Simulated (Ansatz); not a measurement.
# Does disorder add resistance in series? Nb(100) layers with 25 % Ir

Two lengths of the disordered region are known. What area resistance does the third give?

How it was computed: Ansatz 0.2.0, plane waves with PAW datasets at their recommended cutoffs (420 eV for most), Fermi-Dirac smearing; ballistic transmission by layer matching. The area resistance is RA = A (h/2e²)(1/T − 1/N), with T the zone-mean transmission per spin and N the lead's channels, both averaged over a few energies near the Fermi level; for magnets each spin is taken apart, with h/e², and the two conduct in parallel. Lateral cell 2x2, PBE, a fresh random draw for each length.

The runs, with one result withheld:

| length (Å) | channels N | RA (fΩ m²) |
| --- | --- | --- |
| 6.61 | 10.98 | 0.725 |
| 13.2 | 10.90 | 1.10 |
| 19.8 | 10.90 | ? |

Worked fit:

Ohm's law makes RA linear in the length: the slope is (1.10 − 0.725)/(13.2 − 6.61) = 0.0563 fΩ m² per Å, or 56 µΩ cm. Then 1.10 + 0.0563 × 6.61. Predicted: 1.47 fΩ m².

**The withheld run.**

1.51 fΩ m², so the prediction is 2.7 % too low. The three lengths together give 59 µΩ cm. The two increments are 0.37 and 0.41 fΩ m², roughly as Ohm's law has it, though with one draw for each length that is a weak test.

**Limits.** The scatterers repeat sideways with the small cell. The slope is a raw one; a model of isotropic scattering puts it 1.01 times the bulk value over these lengths. Atoms sit unrelaxed on the host's lattice, and the pair may not mix at random in practice. Spin-orbit coupling is left out, which matters for Ir.
